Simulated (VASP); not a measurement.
# PbS (Galena) (Fm-3m) in VASP: a series of runs, part 4 of 8

VASP 6.6.1. The steps go on from the part before.

## Step 43: Equation of state, PBEsol, 26.87 Å³/atom

File INCAR:

```
PREC     = Accurate       # precision mode
ENCUT    = 200            # plane-wave cutoff, eV
EDIFF    = 1E-7           # SCF threshold, eV
ISMEAR   = 0              # smearing method
SIGMA    = 0.05           # smearing width, eV
LREAL    = F              # projectors in reciprocal space
LASPH    = T              # aspherical terms in the spheres
NELM     = 100            # most SCF steps
ALGO     = Normal         # electronic algorithm
ISIF     = 2              # what is computed and relaxed
LWAVE    = F              # write WAVECAR
LCHARG   = F              # write CHGCAR
GGA      = PS             # functional
ADDGRID  = F
```

File KPOINTS:

```
Automatic mesh
0
Gamma
  5 5 5
```

File POSCAR:

```
PbS
1.0
    0.0000000000      2.9951157712      2.9951157712
    2.9951157712      0.0000000000      2.9951157712
    2.9951157712      2.9951157712      0.0000000000
Pb S
1 1
Direct
    0.0000000000      0.0000000000      0.0000000000
    0.5000000000      0.5000000000      0.5000000000
```

On the command line:

```console
> cat potpaw_PBE.64/Pb_d/POTCAR potpaw_PBE.64/S/POTCAR > POTCAR
> mpirun -np 1 vasp_std > vasp.out
```

It took 2.2 s on 1 thread of Intel Xeon 6975P-C (Granite Rapids), shared host; peak memory 0.12 GiB.

The run converged, but a check on its numbers failed (symmetry, net force, bounds or a known fault of this set-up), so they aren't taken as properties of the crystal.

Caveat: the cutoff lies under the usual one of these potentials, so the numbers hold a large basis-set error; this odd mesh misses L, where the gap lies, so gap, dielectric constants and Born charges aren't listed; the PAW data sets were made with another functional, which shifts forces and pressure a little.

## Step 44: Equation of state, PBEsol, 25.30 Å³/atom

INCAR, as its differences from that of step 43:

```diff
@@ -1,3 +1,3 @@
 PREC     = Accurate       # precision mode
-ENCUT    = 200            # plane-wave cutoff, eV
+ENCUT    = 600            # plane-wave cutoff, eV
 EDIFF    = 1E-7           # SCF threshold, eV
```

File KPOINTS:

```
Automatic mesh
0
Gamma
  3 3 3
```

File POSCAR:

```
PbS
1.0
    0.0000000000      2.9357908810      2.9357908810
    2.9357908810      0.0000000000      2.9357908810
    2.9357908810      2.9357908810      0.0000000000
Pb S
1 1
Direct
    0.0000000000      0.0000000000      0.0000000000
    0.5000000000      0.5000000000      0.5000000000
```

On the command line:

```console
> cat potpaw_PBE.64/Pb_d/POTCAR potpaw_PBE.64/S/POTCAR > POTCAR
> mpirun -np 1 vasp_std > vasp.out
```

Run time: 3.8 s. Hardware: 1 thread of Intel Xeon 6975P-C (Granite Rapids), shared host; peak memory 0.19 GiB.

The run converged, but some of its settings lie outside the range that counts as converged, so its numbers aren't taken as properties of the crystal.

What came out:

```
Free energy : -9.5899 eV
Pressure    : -0.2 GPa
```

Caveat: the k mesh is coarse (spacing up to 0.62 Å⁻¹), so the values aren't converged; this odd mesh misses L, where the gap lies, so gap, dielectric constants and Born charges aren't listed; the PAW data sets were made with another functional, which shifts forces and pressure a little.

## Step 45: Equation of state, PBEsol, 26.87 Å³/atom

INCAR is that of step 44.

KPOINTS is that of step 44.

File POSCAR:

```
PbS
1.0
    0.0000000000      2.9951157712      2.9951157712
    2.9951157712      0.0000000000      2.9951157712
    2.9951157712      2.9951157712      0.0000000000
Pb S
1 1
Direct
    0.0000000000      0.0000000000      0.0000000000
    0.5000000000      0.5000000000      0.5000000000
```

Potentials or basis: VASP PAW PBE potentials, release 64 (Pb_d, S).

On the command line:

```console
> cat potpaw_PBE.64/Pb_d/POTCAR potpaw_PBE.64/S/POTCAR > POTCAR
> mpirun -np 1 vasp_std > vasp.out
```

It took 3.7 s on 1 thread of Intel Xeon 6975P-C (Granite Rapids), shared host; peak memory 0.19 GiB.

The run converged, but some of its settings lie outside the range that counts as converged, so its numbers aren't taken as properties of the crystal.

Results:

```yaml
Free_energy: -9.5527 eV
Pressure: -3.4 GPa
```

Caveat: the k mesh is coarse (spacing up to 0.61 Å⁻¹), so the values aren't converged; this odd mesh misses L, where the gap lies, so gap, dielectric constants and Born charges aren't listed; the PAW data sets were made with another functional, which shifts forces and pressure a little.

## Step 46: Equation of state, PBEsol, 25.30 Å³/atom

INCAR, as its differences from that of step 45:

```diff
@@ -1,3 +1,3 @@
 PREC     = Accurate       # precision mode
-ENCUT    = 600            # plane-wave cutoff, eV
+ENCUT    = 350            # plane-wave cutoff, eV
 EDIFF    = 1E-7           # SCF threshold, eV
```

File KPOINTS:

```
Automatic mesh
0
Gamma
  4 4 4
```

File POSCAR:

```
PbS
1.0
    0.0000000000      2.9357908810      2.9357908810
    2.9357908810      0.0000000000      2.9357908810
    2.9357908810      2.9357908810      0.0000000000
Pb S
1 1
Direct
    0.0000000000      0.0000000000      0.0000000000
    0.5000000000      0.5000000000      0.5000000000
```

On the command line:

```console
> cat potpaw_PBE.64/Pb_d/POTCAR potpaw_PBE.64/S/POTCAR > POTCAR
> mpirun -np 1 vasp_std > vasp.out
```

Wall time 3.5 s (1 thread of Intel Xeon 6975P-C (Granite Rapids), shared host); peak memory 0.14 GiB.

These settings aren't checked as converged: the numbers below hold their error.

Results:

```
Free energy            : -9.4390 eV
Pressure               : 0.8 GPa
Band gap on the k mesh : 0.14 eV, direct
```

Caveat: the k mesh is coarse (spacing up to 0.46 Å⁻¹), so the values aren't converged; the PAW data sets were made with another functional, which shifts forces and pressure a little; spin-orbit coupling is left out, which as a rule narrows the gap of such compounds by several tenths of an eV.

## Step 47: Equation of state, PBEsol, 26.87 Å³/atom

INCAR is that of step 46.

KPOINTS is that of step 46.

File POSCAR:

```
PbS
1.0
    0.0000000000      2.9951157712      2.9951157712
    2.9951157712      0.0000000000      2.9951157712
    2.9951157712      2.9951157712      0.0000000000
Pb S
1 1
Direct
    0.0000000000      0.0000000000      0.0000000000
    0.5000000000      0.5000000000      0.5000000000
```

On the command line:

```console
> cat potpaw_PBE.64/Pb_d/POTCAR potpaw_PBE.64/S/POTCAR > POTCAR
> mpirun -np 1 vasp_std > vasp.out
```

Run time: 3.2 s. Hardware: 1 thread of Intel Xeon 6975P-C (Granite Rapids), shared host; peak memory 0.14 GiB.

The run converged, but some of its settings lie outside the range that counts as converged, so its numbers aren't taken as properties of the crystal.

Results:

```yaml
Free_energy: -9.4258 eV
Pressure: -2.6 GPa
Band_gap_on_the_k_mesh: 0.36 eV, direct
```

Caveat: the k mesh is coarse (spacing up to 0.45 Å⁻¹), so the values aren't converged; the PAW data sets were made with another functional, which shifts forces and pressure a little; spin-orbit coupling is left out, which as a rule narrows the gap of such compounds by several tenths of an eV.

## Step 48: Equation of state, PBEsol, 25.30 Å³/atom

INCAR, as its differences from that of step 47:

```diff
@@ -1,3 +1,3 @@
 PREC     = Accurate       # precision mode
-ENCUT    = 350            # plane-wave cutoff, eV
+ENCUT    = 400            # plane-wave cutoff, eV
 EDIFF    = 1E-7           # SCF threshold, eV
```

KPOINTS is that of step 47.

File POSCAR:

```
PbS
1.0
    0.0000000000      2.9357908810      2.9357908810
    2.9357908810      0.0000000000      2.9357908810
    2.9357908810      2.9357908810      0.0000000000
Pb S
1 1
Direct
    0.0000000000      0.0000000000      0.0000000000
    0.5000000000      0.5000000000      0.5000000000
```

Potentials or basis: VASP PAW PBE potentials, release 64 (Pb_d, S).

On the command line:

```console
> cat potpaw_PBE.64/Pb_d/POTCAR potpaw_PBE.64/S/POTCAR > POTCAR
> mpirun -np 1 vasp_std > vasp.out
```

It took 3.4 s on 1 thread of Intel Xeon 6975P-C (Granite Rapids), shared host; peak memory 0.14 GiB.

The run converged, but some of its settings lie outside the range that counts as converged, so its numbers aren't taken as properties of the crystal.

What came out:

```
Free energy            : -9.4399 eV
Pressure               : 1.0 GPa
Band gap on the k mesh : 0.14 eV, direct
```

Caveat: the k mesh is coarse (spacing up to 0.46 Å⁻¹), so the values aren't converged; the PAW data sets were made with another functional, which shifts forces and pressure a little; spin-orbit coupling is left out, which as a rule narrows the gap of such compounds by several tenths of an eV.

## Step 49: Equation of state, PBEsol, 26.87 Å³/atom

INCAR is that of step 48.

KPOINTS is that of step 48.

File POSCAR:

```
PbS
1.0
    0.0000000000      2.9951157712      2.9951157712
    2.9951157712      0.0000000000      2.9951157712
    2.9951157712      2.9951157712      0.0000000000
Pb S
1 1
Direct
    0.0000000000      0.0000000000      0.0000000000
    0.5000000000      0.5000000000      0.5000000000
```

On the command line:

```console
> cat potpaw_PBE.64/Pb_d/POTCAR potpaw_PBE.64/S/POTCAR > POTCAR
> mpirun -np 1 vasp_std > vasp.out
```

Wall time 3.3 s (1 thread of Intel Xeon 6975P-C (Granite Rapids), shared host); peak memory 0.15 GiB.

These settings aren't checked as converged: the numbers below hold their error.

What came out:

```
Free energy            : -9.4267 eV
Pressure               : -2.4 GPa
Band gap on the k mesh : 0.36 eV, direct
```

Caveat: the k mesh is coarse (spacing up to 0.45 Å⁻¹), so the values aren't converged; the PAW data sets were made with another functional, which shifts forces and pressure a little; spin-orbit coupling is left out, which as a rule narrows the gap of such compounds by several tenths of an eV.

## Step 50: Equation of state, PBEsol, 25.30 Å³/atom

INCAR, as its differences from that of step 49:

```diff
@@ -4,3 +4,3 @@
 ISMEAR   = 0              # smearing method
-SIGMA    = 0.05           # smearing width, eV
+SIGMA    = 0.5            # smearing width, eV
 LREAL    = F              # projectors in reciprocal space
```

KPOINTS is that of step 49.

File POSCAR:

```
PbS
1.0
    0.0000000000      2.9357908810      2.9357908810
    2.9357908810      0.0000000000      2.9357908810
    2.9357908810      2.9357908810      0.0000000000
Pb S
1 1
Direct
    0.0000000000      0.0000000000      0.0000000000
    0.5000000000      0.5000000000      0.5000000000
```

On the command line:

```console
> cat potpaw_PBE.64/Pb_d/POTCAR potpaw_PBE.64/S/POTCAR > POTCAR
> mpirun -np 1 vasp_std > vasp.out
```

Run time: 3 s. Hardware: 1 thread of Intel Xeon 6975P-C (Granite Rapids), shared host; peak memory 0.15 GiB.

The run converged, but some of its settings lie outside the range that counts as converged, so its numbers aren't taken as properties of the crystal.

Results:

```
Free energy            : -9.4670 eV
Pressure               : 0.4 GPa
Band gap on the k mesh : 0.15 eV, direct
```

Caveat: the k mesh is coarse (spacing up to 0.46 Å⁻¹), so the values aren't converged; the PAW data sets were made with another functional, which shifts forces and pressure a little; spin-orbit coupling is left out, which as a rule narrows the gap of such compounds by several tenths of an eV.

## Step 51: Equation of state, PBEsol, 26.87 Å³/atom

INCAR is that of step 50.

KPOINTS is that of step 50.

File POSCAR:

```
PbS
1.0
    0.0000000000      2.9951157712      2.9951157712
    2.9951157712      0.0000000000      2.9951157712
    2.9951157712      2.9951157712      0.0000000000
Pb S
1 1
Direct
    0.0000000000      0.0000000000      0.0000000000
    0.5000000000      0.5000000000      0.5000000000
```

Potentials or basis: VASP PAW PBE potentials, release 64 (Pb_d, S).

On the command line:

```console
> cat potpaw_PBE.64/Pb_d/POTCAR potpaw_PBE.64/S/POTCAR > POTCAR
> mpirun -np 1 vasp_std > vasp.out
```

It took 3.2 s on 1 thread of Intel Xeon 6975P-C (Granite Rapids), shared host; peak memory 0.15 GiB.

These settings aren't checked as converged: the numbers below hold their error.

What came out:

- Free energy: -9.4439 eV
- Pressure: -2.7 GPa
- Band gap on the k mesh: 0.37 eV, direct

Caveat: the k mesh is coarse (spacing up to 0.45 Å⁻¹), so the values aren't converged; the PAW data sets were made with another functional, which shifts forces and pressure a little; spin-orbit coupling is left out, which as a rule narrows the gap of such compounds by several tenths of an eV.

## Step 52: Equation of state, PBEsol, 25.30 Å³/atom

INCAR, as its differences from that of step 51:

```diff
@@ -4,3 +4,3 @@
 ISMEAR   = 0              # smearing method
-SIGMA    = 0.5            # smearing width, eV
+SIGMA    = 0.2            # smearing width, eV
 LREAL    = F              # projectors in reciprocal space
```

KPOINTS is that of step 51.

File POSCAR:

```
PbS
1.0
    0.0000000000      2.9357908810      2.9357908810
    2.9357908810      0.0000000000      2.9357908810
    2.9357908810      2.9357908810      0.0000000000
Pb S
1 1
Direct
    0.0000000000      0.0000000000      0.0000000000
    0.5000000000      0.5000000000      0.5000000000
```

On the command line:

```console
> cat potpaw_PBE.64/Pb_d/POTCAR potpaw_PBE.64/S/POTCAR > POTCAR
> mpirun -np 1 vasp_std > vasp.out
```

Run time: 3 s. Hardware: 1 thread of Intel Xeon 6975P-C (Granite Rapids), shared host; peak memory 0.15 GiB.

The run converged, but some of its settings lie outside the range that counts as converged, so its numbers aren't taken as properties of the crystal.

Results:

- Free energy: -9.4468 eV
- Pressure: 0.6 GPa
- Band gap on the k mesh: 0.15 eV, direct

Caveat: the k mesh is coarse (spacing up to 0.46 Å⁻¹), so the values aren't converged; the PAW data sets were made with another functional, which shifts forces and pressure a little; spin-orbit coupling is left out, which as a rule narrows the gap of such compounds by several tenths of an eV.

## Step 53: Equation of state, PBEsol, 26.87 Å³/atom

INCAR is that of step 52.

KPOINTS is that of step 52.

File POSCAR:

```
PbS
1.0
    0.0000000000      2.9951157712      2.9951157712
    2.9951157712      0.0000000000      2.9951157712
    2.9951157712      2.9951157712      0.0000000000
Pb S
1 1
Direct
    0.0000000000      0.0000000000      0.0000000000
    0.5000000000      0.5000000000      0.5000000000
```

On the command line:

```console
> cat potpaw_PBE.64/Pb_d/POTCAR potpaw_PBE.64/S/POTCAR > POTCAR
> mpirun -np 1 vasp_std > vasp.out
```

Run time: 3.4 s. Hardware: 1 thread of Intel Xeon 6975P-C (Granite Rapids), shared host; peak memory 0.14 GiB.

These settings aren't checked as converged: the numbers below hold their error.

What came out:

```
Free energy            : -9.4283 eV
Pressure               : -2.5 GPa
Band gap on the k mesh : 0.36 eV, direct
```

Caveat: the k mesh is coarse (spacing up to 0.45 Å⁻¹), so the values aren't converged; the PAW data sets were made with another functional, which shifts forces and pressure a little; spin-orbit coupling is left out, which as a rule narrows the gap of such compounds by several tenths of an eV.

## Step 54: Equation of state, PBEsol, 25.30 Å³/atom

INCAR, as its differences from that of step 53:

```diff
@@ -4,3 +4,3 @@
 ISMEAR   = 0              # smearing method
-SIGMA    = 0.2            # smearing width, eV
+SIGMA    = 0.1            # smearing width, eV
 LREAL    = F              # projectors in reciprocal space
```

KPOINTS is that of step 53.

File POSCAR:

```
PbS
1.0
    0.0000000000      2.9357908810      2.9357908810
    2.9357908810      0.0000000000      2.9357908810
    2.9357908810      2.9357908810      0.0000000000
Pb S
1 1
Direct
    0.0000000000      0.0000000000      0.0000000000
    0.5000000000      0.5000000000      0.5000000000
```

Potentials or basis: VASP PAW PBE potentials, release 64 (Pb_d, S).

On the command line:

```console
> cat potpaw_PBE.64/Pb_d/POTCAR potpaw_PBE.64/S/POTCAR > POTCAR
> mpirun -np 1 vasp_std > vasp.out
```

Run time: 3.5 s. Hardware: 1 thread of Intel Xeon 6975P-C (Granite Rapids), shared host; peak memory 0.15 GiB.

These settings aren't checked as converged: the numbers below hold their error.

What came out:

| Property | Result |
| --- | --- |
| Free energy | -9.4413 eV |
| Pressure | 0.8 GPa |
| Band gap on the k mesh | 0.14 eV, direct |

Caveat: the k mesh is coarse (spacing up to 0.46 Å⁻¹), so the values aren't converged; the PAW data sets were made with another functional, which shifts forces and pressure a little; spin-orbit coupling is left out, which as a rule narrows the gap of such compounds by several tenths of an eV.

## Step 55: Equation of state, PBEsol, 26.87 Å³/atom

INCAR is that of step 54.

KPOINTS is that of step 54.

File POSCAR:

```
PbS
1.0
    0.0000000000      2.9951157712      2.9951157712
    2.9951157712      0.0000000000      2.9951157712
    2.9951157712      2.9951157712      0.0000000000
Pb S
1 1
Direct
    0.0000000000      0.0000000000      0.0000000000
    0.5000000000      0.5000000000      0.5000000000
```

On the command line:

```console
> cat potpaw_PBE.64/Pb_d/POTCAR potpaw_PBE.64/S/POTCAR > POTCAR
> mpirun -np 1 vasp_std > vasp.out
```

It took 3.4 s on 1 thread of Intel Xeon 6975P-C (Granite Rapids), shared host; peak memory 0.15 GiB.

These settings aren't checked as converged: the numbers below hold their error.

What came out:

```yaml
Free_energy: -9.4267 eV
Pressure: -2.4 GPa
Band_gap_on_the_k_mesh: 0.36 eV, direct
```

Caveat: the k mesh is coarse (spacing up to 0.45 Å⁻¹), so the values aren't converged; the PAW data sets were made with another functional, which shifts forces and pressure a little; spin-orbit coupling is left out, which as a rule narrows the gap of such compounds by several tenths of an eV.

## Step 56: Equation of state, PBEsol, 25.30 Å³/atom

INCAR, as its differences from that of step 55:

```diff
@@ -4,3 +4,3 @@
 ISMEAR   = 0              # smearing method
-SIGMA    = 0.1            # smearing width, eV
+SIGMA    = 0.01           # smearing width, eV
 LREAL    = F              # projectors in reciprocal space
```

KPOINTS is that of step 55.

File POSCAR:

```
PbS
1.0
    0.0000000000      2.9357908810      2.9357908810
    2.9357908810      0.0000000000      2.9357908810
    2.9357908810      2.9357908810      0.0000000000
Pb S
1 1
Direct
    0.0000000000      0.0000000000      0.0000000000
    0.5000000000      0.5000000000      0.5000000000
```

On the command line:

```console
> cat potpaw_PBE.64/Pb_d/POTCAR potpaw_PBE.64/S/POTCAR > POTCAR
> mpirun -np 1 vasp_std > vasp.out
```

Wall time 3.3 s (1 thread of Intel Xeon 6975P-C (Granite Rapids), shared host); peak memory 0.15 GiB.

The run converged, but some of its settings lie outside the range that counts as converged, so its numbers aren't taken as properties of the crystal.

Results:

```
Free energy            : -9.4398 eV
Pressure               : 1.1 GPa
Band gap on the k mesh : 0.14 eV, direct
```

Caveat: the k mesh is coarse (spacing up to 0.46 Å⁻¹), so the values aren't converged; the PAW data sets were made with another functional, which shifts forces and pressure a little; spin-orbit coupling is left out, which as a rule narrows the gap of such compounds by several tenths of an eV.

## Step 57: Equation of state, PBEsol, 26.87 Å³/atom

INCAR is that of step 56.

KPOINTS is that of step 56.

File POSCAR:

```
PbS
1.0
    0.0000000000      2.9951157712      2.9951157712
    2.9951157712      0.0000000000      2.9951157712
    2.9951157712      2.9951157712      0.0000000000
Pb S
1 1
Direct
    0.0000000000      0.0000000000      0.0000000000
    0.5000000000      0.5000000000      0.5000000000
```

Potentials or basis: VASP PAW PBE potentials, release 64 (Pb_d, S).

On the command line:

```console
> cat potpaw_PBE.64/Pb_d/POTCAR potpaw_PBE.64/S/POTCAR > POTCAR
> mpirun -np 1 vasp_std > vasp.out
```

Wall time 3.1 s (1 thread of Intel Xeon 6975P-C (Granite Rapids), shared host); peak memory 0.15 GiB.

The run converged, but some of its settings lie outside the range that counts as converged, so its numbers aren't taken as properties of the crystal.

What came out:

| Item | Value |
| --- | --- |
| Free energy | -9.4267 eV |
| Pressure | -2.4 GPa |
| Band gap on the k mesh | 0.36 eV, direct |

Caveat: the k mesh is coarse (spacing up to 0.45 Å⁻¹), so the values aren't converged; the PAW data sets were made with another functional, which shifts forces and pressure a little; spin-orbit coupling is left out, which as a rule narrows the gap of such compounds by several tenths of an eV.

## Step 58: Equation of state, PBEsol, 25.30 Å³/atom

INCAR, as its differences from that of step 57:

```diff
@@ -1,2 +1,2 @@
-PREC     = Accurate       # precision mode
+PREC     = Low            # precision mode
 ENCUT    = 400            # plane-wave cutoff, eV
@@ -4,3 +4,3 @@
 ISMEAR   = 0              # smearing method
-SIGMA    = 0.01           # smearing width, eV
+SIGMA    = 0.05           # smearing width, eV
 LREAL    = F              # projectors in reciprocal space
```

KPOINTS is that of step 57.

File POSCAR:

```
PbS
1.0
    0.0000000000      2.9357908810      2.9357908810
    2.9357908810      0.0000000000      2.9357908810
    2.9357908810      2.9357908810      0.0000000000
Pb S
1 1
Direct
    0.0000000000      0.0000000000      0.0000000000
    0.5000000000      0.5000000000      0.5000000000
```

On the command line:

```console
> cat potpaw_PBE.64/Pb_d/POTCAR potpaw_PBE.64/S/POTCAR > POTCAR
> mpirun -np 1 vasp_std > vasp.out
```

It took 2.1 s on 1 thread of Intel Xeon 6975P-C (Granite Rapids), shared host; peak memory 0.1 GiB.

These settings aren't checked as converged: the numbers below hold their error.

Results:

- Free energy: -9.4412 eV
- Pressure: 1.0 GPa
- Band gap on the k mesh: 0.14 eV, direct

Caveat: the k mesh is coarse (spacing up to 0.46 Å⁻¹), so the values aren't converged; the PAW data sets were made with another functional, which shifts forces and pressure a little; spin-orbit coupling is left out, which as a rule narrows the gap of such compounds by several tenths of an eV.

(Continued in part 5 of 8.)
